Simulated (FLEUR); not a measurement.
# Al (Fm-3m) in FLEUR: a series of runs

The runs below take Al through band structure, equation of state, with RPBE.

Program: FLEUR MaX-R8.1 (later development tree). These are calculated values, not measurements. Logs are shortened: lines on timing, memory, paths and dates and some standing lists are left out, and cuts for length are marked.

**Experimental background.**

From “The interpretation of polycrystalline coherent inelastic neutron scattering from aluminium”, 2013, pmc:3831299, for a bulk crystal of Al: bulk modulus 76.9 GPa.

The results are compared with them further down.

## Step 1: The structure

The structure is cubic, space group Fm-3m (No. 225). The conventional cell has a = 4.050 Å, b = 4.050 Å, c = 4.050 Å, α = 90.00°, β = 90.00°, γ = 90.00°. Al (site symmetry m-3m) is surrounded by 12 Al at 2.86 Å.

## Step 2: Band structure, RPBE

Input file inp.xml:

```xml
<?xml version="1.0" encoding="UTF-8" standalone="no"?>
<fleurInput fleurInputVersion="0.39">
   <comment>
      Al                                                                                                  
   </comment>
   <calculationSetup>
      <cutoffs Kmax="4.1" Gmax="12.7" GmaxXC="12.7" numbands="0"/>
      <scfLoop itmax="60" minDistance="0.00001" maxIterBroyd="15" imix="Anderson" alpha="0.05" precondParam="0.0" spinf="2.0" sdNocoIR="T"/>
      <coreElectrons ctail="T" frcor="F" kcrel="0" coretail_lmax="0"/>
      <xcFunctional name="Rpbe" relativisticCorrections="F"/>
      <magnetism jspins="1"/>
      <soc l_soc="F" theta="0.0" phi="0.0" spav="F"/>
      <expertModes spex="0" secvar="F"/>
      <geometryOptimization l_f="F" forcealpha="1.0" forcemix="BFGS" epsdisp="0.00001" epsforce="0.00001"/>
      <ldaU l_linMix="F" mixParam="0.05" spinf="1.0"/>
   </calculationSetup>
   <cell>
      <bzIntegration valenceElectrons="11.0" mode="hist" fermiSmearingEnergy="0.00183747">
         <kPointListSelection listName="default-1"/>
         <!-- k-points included here -->
         <xi:include xmlns:xi="http://www.w3.org/2001/XInclude" href="kpts.xml"> </xi:include>
      </bzIntegration>
      <!-- symmetry operations included here -->
      <xi:include xmlns:xi="http://www.w3.org/2001/XInclude" href="sym.xml"> </xi:include>
      <bulkLattice scale="1.0">
         <bravaisMatrix>
            <row-1>    0.0000000000000000     3.8263269057207032     3.8263269057207032</row-1>
            <row-2>    3.8263269057207032     0.0000000000000000     3.8263269057207032</row-2>
            <row-3>    3.8263269057207032     3.8263269057207032     0.0000000000000000</row-3>
         </bravaisMatrix>
      </bulkLattice>
   </cell>
   <atomSpecies>
      <species name="Aluminum (Al)" element="Al" atomicNumber="13">
         <mtSphere radius="2.51" gridPoints="829" logIncrement="0.014"/>
         <atomicCutoffs lmax="10" lnonsphr="8"/>
         <electronConfig flipSpins="F">
            <coreConfig>(1s1/2)</coreConfig>
            <valenceConfig>(2s1/2) (2p1/2) (2p3/2) (3s1/2) (3p1/2) (3p3/2)</valenceConfig>
            <stateOccupation state="(3p1/2)" spinUp="0.166667" spinDown="0.166667"/>
            <stateOccupation state="(3p3/2)" spinUp="0.333333" spinDown="0.333333"/>
         </electronConfig>
         <energyParameters s="3" p="3" d="3" f="4"/>
         <lo type="SCLO" l="0" n="2" eDeriv="0"/>
         <lo type="SCLO" l="1" n="2" eDeriv="0"/>
         <lo type="SCLO" l="2" n="3" eDeriv="2"/>
         <lo type="SCLO" l="3" n="4" eDeriv="2"/>
      </species>
   </atomSpecies>
   <atomGroups>
      <atomGroup species="Aluminum (Al)">
         <relPos label="                   1">.0000000000 .0000000000 .0000000000</relPos>
         <force calculate="T" relaxXYZ="TTT"/>
      </atomGroup>
   </atomGroups>
   <output dos="F" band="F" slice="F">
      <checks vchk="F" cdinf="F"/>
      <bandDOS minEnergy="-.5*Htr" maxEnergy="0.5*Htr" sigma="0.015" storeEVData="T"/>
      <vacuumDOS vacdos="F" integ="F" star="F" nstars="0" locx1="0.0" locy1="0.0" locx2="0.0" locy2="0.0" nstm="0" tworkf="0.0"/>
      <unfoldingBand unfoldBand="F" supercellX="1" supercellY="1" supercellZ="1"/>
      <plotting iplot="0" polar="F">
         <plot TwoD="T" vec1="  1.0  0.0  0.0" vec2="  0.0  1.0  0.0" vec3="  0.0  0.0  1.0" zero="  0.0  0.0  0.0" file="plot"/>
      </plotting>
      <chargeDensitySlicing numkpt="0" minEigenval="0.0" maxEigenval="0.0" nnne="0" pallst="F"/>
      <specialOutput eonly="F"/>
      <moessbauerParams electricFieldGradient="T" isomerShift="T" coreHyperfine="T" valenceHyperfine="T"/>
      <magneticCircularDichroism mcd="F" energyLo="-10.0" energyUp="0.0"/>
   </output>
  <!-- We include the file relax.xml here to enable relaxations (see documentation) -->
  <xi:include xmlns:xi="http://www.w3.org/2001/XInclude" href="relax.xml"> <xi:fallback/> </xi:include>
</fleurInput>
```

Input file crystal.txt:

```
Al
&input cartesian=F /
0.0000000000  2.0248050000  2.0248050000
2.0248050000  0.0000000000  2.0248050000
2.0248050000  2.0248050000  0.0000000000
1.8897261246
1.0 1.0 1.0

1
13 0.0000000000  0.0000000000  0.0000000000

&kpt div1=11 div2=11 div3=11 gamma=T /
```

Input file inp.xml (bands):

```
<?xml version="1.0" encoding="UTF-8" standalone="no"?>
<fleurInput fleurInputVersion="0.39">
   <comment>
      Al                                                                                                  
   </comment>
   <calculationSetup>
      <cutoffs Kmax="4.1" Gmax="12.7" GmaxXC="12.7" numbands="0"/>
      <scfLoop itmax="60" minDistance="0.00001" maxIterBroyd="15" imix="Anderson" alpha="0.05" precondParam="0.0" spinf="2.0" sdNocoIR="T"/>
      <coreElectrons ctail="T" frcor="F" kcrel="0" coretail_lmax="0"/>
      <xcFunctional name="Rpbe" relativisticCorrections="F"/>
      <magnetism jspins="1"/>
      <soc l_soc="F" theta="0.0" phi="0.0" spav="F"/>
      <expertModes spex="0" secvar="F"/>
      <geometryOptimization l_f="F" forcealpha="1.0" forcemix="BFGS" epsdisp="0.00001" epsforce="0.00001"/>
      <ldaU l_linMix="F" mixParam="0.05" spinf="1.0"/>
   </calculationSetup>
   <cell>
      <bzIntegration valenceElectrons="11.0" mode="hist" fermiSmearingEnergy="0.00183747">
         <kPointListSelection listName="path-1"/>
         <!-- k-points included here -->
         <xi:include xmlns:xi="http://www.w3.org/2001/XInclude" href="kpts.xml"> </xi:include>
      </bzIntegration>
      <!-- symmetry operations included here -->
      <xi:include xmlns:xi="http://www.w3.org/2001/XInclude" href="sym.xml"> </xi:include>
      <bulkLattice scale="1.0">
         <bravaisMatrix>
            <row-1>    0.0000000000000000     3.8263269057207032     3.8263269057207032</row-1>
            <row-2>    3.8263269057207032     0.0000000000000000     3.8263269057207032</row-2>
            <row-3>    3.8263269057207032     3.8263269057207032     0.0000000000000000</row-3>
         </bravaisMatrix>
      </bulkLattice>
   </cell>
   <atomSpecies>
      <species name="Aluminum (Al)" element="Al" atomicNumber="13">
         <mtSphere radius="2.51" gridPoints="829" logIncrement="0.014"/>
         <atomicCutoffs lmax="10" lnonsphr="8"/>
         <electronConfig flipSpins="F">
            <coreConfig>(1s1/2)</coreConfig>
            <valenceConfig>(2s1/2) (2p1/2) (2p3/2) (3s1/2) (3p1/2) (3p3/2)</valenceConfig>
            <stateOccupation state="(3p1/2)" spinUp="0.166667" spinDown="0.166667"/>
            <stateOccupation state="(3p3/2)" spinUp="0.333333" spinDown="0.333333"/>
         </electronConfig>
         <energyParameters s="3" p="3" d="3" f="4"/>
         <lo type="SCLO" l="0" n="2" eDeriv="0"/>
         <lo type="SCLO" l="1" n="2" eDeriv="0"/>
         <lo type="SCLO" l="2" n="3" eDeriv="2"/>
         <lo type="SCLO" l="3" n="4" eDeriv="2"/>
      </species>
   </atomSpecies>
   <atomGroups>
      <atomGroup species="Aluminum (Al)">
         <relPos label="                   1">.0000000000 .0000000000 .0000000000</relPos>
         <force calculate="T" relaxXYZ="TTT"/>
      </atomGroup>
   </atomGroups>
   <output dos="F" band="T" slice="F">
      <checks vchk="F" cdinf="F"/>
      <bandDOS minEnergy="-.5*Htr" maxEnergy="0.5*Htr" sigma="0.015" storeEVData="T"/>
      <vacuumDOS vacdos="F" integ="F" star="F" nstars="0" locx1="0.0" locy1="0.0" locx2="0.0" locy2="0.0" nstm="0" tworkf="0.0"/>
      <unfoldingBand unfoldBand="F" supercellX="1" supercellY="1" supercellZ="1"/>
      <plotting iplot="0" polar="F">
         <plot TwoD="T" vec1="  1.0  0.0  0.0" vec2="  0.0  1.0  0.0" vec3="  0.0  0.0  1.0" zero="  0.0  0.0  0.0" file="plot"/>
      </plotting>
      <chargeDensitySlicing numkpt="0" minEigenval="0.0" maxEigenval="0.0" nnne="0" pallst="F"/>
      <specialOutput eonly="F"/>
      <moessbauerParams electricFieldGradient="T" isomerShift="T" coreHyperfine="T" valenceHyperfine="T"/>
      <magneticCircularDichroism mcd="F" energyLo="-10.0" energyUp="0.0"/>
   </output>
  <!-- We include the file relax.xml here to enable relaxations (see documentation) -->
  <xi:include xmlns:xi="http://www.w3.org/2001/XInclude" href="relax.xml"> <xi:fallback/> </xi:include>
</fleurInput>
```

Potentials or basis: all-electron, FLAPW.

Command:

```
inpgen -f crystal.txt -profile fastHighL
# inp.xml edited to the form shown
fleur_MPI
fleur_MPI   # second run, on inp.xml (bands)
```

What it wrote:

```text
Welcome to FLEUR        (www.flapw.de)
      MaX-Release 8.1          (www.max-centre.eu)

 ========== k-point set info ==========
 Selected k-point list: default-1
 k-point list type: mesh
 11 x 11 x 11
 Number of k points: 56

 ------------Calculation Setup---------------------------
 Number of MPI-tasks      :            1
 Number of PE/node        :            1
 Number of OMP-threads    :            1
 Most efficient MPI parallelization for:
           1           2           4           7           8          14          28          56
 Additional eigenvalue parallelization possible
 Number of basis functions:          166
 Approximate size of matrices (H+S) per k-point:         0.000 GB
 --------------------------------------------------------
 Iteration:     1   Distance:       3.85772234 me/bohr^3
 Iteration:     2   Distance:       3.64973616 me/bohr^3
 Iteration:     3   Distance:       1.19129962 me/bohr^3
 Iteration:     4   Distance:       0.26860611 me/bohr^3
 Iteration:     5   Distance:       0.11078224 me/bohr^3
 Iteration:     6   Distance:       0.01050423 me/bohr^3
 Iteration:     7   Distance:       0.00907858 me/bohr^3
 Iteration:     8   Distance:       0.00022049 me/bohr^3
 Iteration:     9   Distance:       0.00018325 me/bohr^3
 Iteration:    10   Distance:       0.00000740 me/bohr^3

 ********************************************************************
 Run finished successfully
 Stop message:
   all done
 ********************************************************************
```

output (bands):

```text
Welcome to FLEUR        (www.flapw.de)
      MaX-Release 8.1          (www.max-centre.eu)

 ========== k-point set info ==========
 Selected k-point list: path-1
 k-point list type: path
 Number of k points: 60

 ------------Calculation Setup---------------------------
 Number of MPI-tasks      :            1
 Number of PE/node        :            1
 Number of OMP-threads    :            1
 Most efficient MPI parallelization for:
           1           2           3           4           5           6          10          12          15          20          30          60
 Additional eigenvalue parallelization possible
 Number of basis functions:          166
 Approximate size of matrices (H+S) per k-point:         0.000 GB
 --------------------------------------------------------
 Fermi energy correction for metals:
 Fermi energy in bands.* files may not be consistent with last density.
 Please correct it manually (e.g. in band.gnu file).

 Note: Band structure data (together with different weights) is also stored in the banddos.hdf file.
       A convenient way of extracting and plotting the data from that file is by making use of the

 ********************************************************************
 Run finished successfully
 Stop message:
   Charge density postprocessing done.
 ********************************************************************
```

out.xml (last iteration):

```text
<iteration numberForCurrentRun="   10" overallNumber="   10">
         <energyParameters units="Htr">
            <atomicEP atomType="1" spin="1" branch="3s" branchLowest="-3.51" branchHighest="0.95" value="0.0807621039"/>
            <atomicEP atomType="1" spin="1" branch="3p" branchLowest="-2.08" branchHighest="1.35" value="0.2377436724"/>
            <atomicEP atomType="1" spin="1" branch="3d" branchLowest="-9.99" branchHighest="1.73" value="0.4168907871"/>
            <atomicEP atomType="1" spin="1" branch="4f" branchLowest="-9.99" branchHighest="3.27" value="0.5850555357"/>
            <loAtomicEP atomType="1" spin="1" branch="2s" branchLowest="-55.06" branchHighest="-3.51" value="-3.5092362357"/>
            <loAtomicEP atomType="1" spin="1" branch="2p" branchLowest="-9.99" branchHighest="-2.08" value="-2.0787780934"/>
            <loAtomicEP atomType="1" spin="1" branch="3d" branchLowest="-9.99" branchHighest="1.73" value="0.4168906058"/>
            <loAtomicEP atomType="1" spin="1" branch="4f" branchLowest="-9.99" branchHighest="3.27" value="0.5850580039"/>
         </energyParameters>
         <eigenvalues>
            <eigenvaluesAt spin="1" ikpt="1" k_x="0.00000000" k_y="0.00000000" k_z="0.00000000">
                      -3.5093305096       -2.0783899893       -2.0783899893       -2.0783899893       -0.1187265916
                       0.7526155439        0.7526155439        0.7526155439        0.8171425151
            </eigenvaluesAt>
            <eigenvaluesAt spin="1" ikpt="2" k_x="0.00000000" k_y="0.00000000" k_z="0.09090909">
                      -3.5093229319       -2.0784539966       -2.0784000188       -2.0784000188       -0.1104896850
                       0.6462845711        0.7310250285        0.7310250285        0.8362262712
            </eigenvaluesAt>
            <eigenvaluesAt spin="1" ikpt="3" k_x="0.00000000" k_y="0.00000000" k_z="0.18181818">
                      -3.5093027352       -2.0786255699       -2.0784269006       -2.0784269006       -0.0858629662
                       0.5117181275        0.7048057280        0.7048057280        0.8259435518
            </eigenvaluesAt>
            <eigenvaluesAt spin="1" ikpt="4" k_x="0.00000000" k_y="0.00000000" k_z="0.27272727">
                      -3.5092764047       -2.0788499755       -2.0784621292       -2.0784621292       -0.0450872837
                       0.3854653754        0.6899590010        0.6899590010        0.8175156280
            </eigenvaluesAt>
         </eigenvalues>
         <bandgap value="0.2825643241" units="eV"/>
         <sumValenceSingleParticleEnergies value="-19.1095987741" units="Htr"/>
         <FermiEnergy value="0.2899607584" units="Htr"/>
         <valenceDensity>
            <mtCharges spin="1">
               <mtCharge atomType="1" total="9.8108079" s="2.7962275" p="6.8271991" d="0.1746471" f="0.0117725"/>
            </mtCharges>
            <spinDependentCharge spin="1" total="11.0000000" interstitial="1.1891921" mtSpheres="9.8108079"/>
            <totalCharge value="11.0000000000"/>
         </valenceDensity>
         <coreStates atomType="     1" atomicNumber=" 13" spin="1" kinEnergy="    159.7007099240" eigValSum="   -110.1209283009" lostElectrons=" 0.000000">
            <state n="1" l="0" j="0.5" energy="-55.0604641505" weight="1.0000000000"/>
         </coreStates>
         <allElectronCharges>
            <spinDependentCharge spin="1" total="13.0000000" interstitial="1.1891921" mtSpheres="11.8108079"/>
            <totalCharge value="13.0000000001"/>
         </allElectronCharges>
         <moessbauerParams unitsHFF="kG" unitsIS="e/bohr^3" unitsEFG="Htr/bohr^2">
            <coreIsomerShift atomType="1" isTotal="1408.39005">
               <shell n="1" l="0" isomerShift="1408.39005"/>
            </coreIsomerShift>
            <isomerShift atomType="1" nucleusRadius="0.0000708" averageDensity="1507.83408"/>
            <electricFieldGradient atomType="1" VXX="0.00000" VYY="0.00000" VZZ="0.00000" asymParam="0.00000">
            </electricFieldGradient>
         </moessbauerParams>
         <totalEnergy                                    value="     -242.9299890866" units="Htr">
            <sumOfEigenvalues                            value="     -129.2305270750">
               <coreElectrons value="-110.1209283009"/>
               <valenceElectrons value="-19.1095987741"/>
            </sumOfEigenvalues>
            <densityCoulombPotentialIntegral value="-349.0631864035"/>
            <densityEffectivePotentialIntegral value="-372.9489015741"/>
            <chargeDenXCDenIntegral value="-18.7651475618"/>
            <FockExchangeEnergyValence value="0.0000000000"/>
            <FockExchangeEnergyCore value="0.0000000000"/>
            <atomTypeDependentContributions atomType="1">
               <electronNucleiInteractionDifferentMTs value="288.6628857085"/>
               <MadelungTerm value="-4.6887371137"/>
            </atomTypeDependentContributions>
            <tkbTimesEntropy value="0.0001459066"/>
            <freeEnergy value="-242.9301349933"/>
            <extrapolationTo0K value="-242.9300620399"/>
         </totalEnergy>
         <densityConvergence units="me/bohr^3">
            <chargeDensity spin="1" distance="0.0000073963"/>
         </densityConvergence>
      </iteration>
```

It took 8.8 s on 1 thread of Arm Neoverse V1, shared host; peak memory 0.06 GiB.

Results:

- Free energy: -6610.4657 eV
- Band gap along the path: none (metal or under the smearing width)
- Valence electrons inside the program's atomic spheres: Al 9.81 (radii Al 2.51 bohr)

Levels at the corners of the path, in eV from the Fermi level:
```csv
point,band 5,band 6,band 7,band 8,band 9
Γ,-11.12,12.59,12.59,12.59,14.35
X,-2.97,-1.56,5.17,5.61,5.61
W,-0.89,-0.89,0.14,1.24,15.83
K,-1.93,-1.39,-0.33,6.59,8.24
Γ,-11.12,12.59,12.59,12.59,14.35
L,-4.63,-4.35,11.43,11.43,11.55
U,-1.93,-1.39,-0.33,6.59,8.24
W,-0.89,-0.89,0.14,1.24,15.83
L,-4.63,-4.35,11.43,11.43,11.55
K,-1.93,-1.39,-0.33,6.59,8.24
U,-1.93,-1.39,-0.33,6.59,8.24
X,-2.97,-1.56,5.17,5.61,5.61
```

Core levels (eV from the Fermi level):
```csv
atom,levels
1 Al,1s1/2 -1506.2
```

(Part 1 of 2 ends here.)
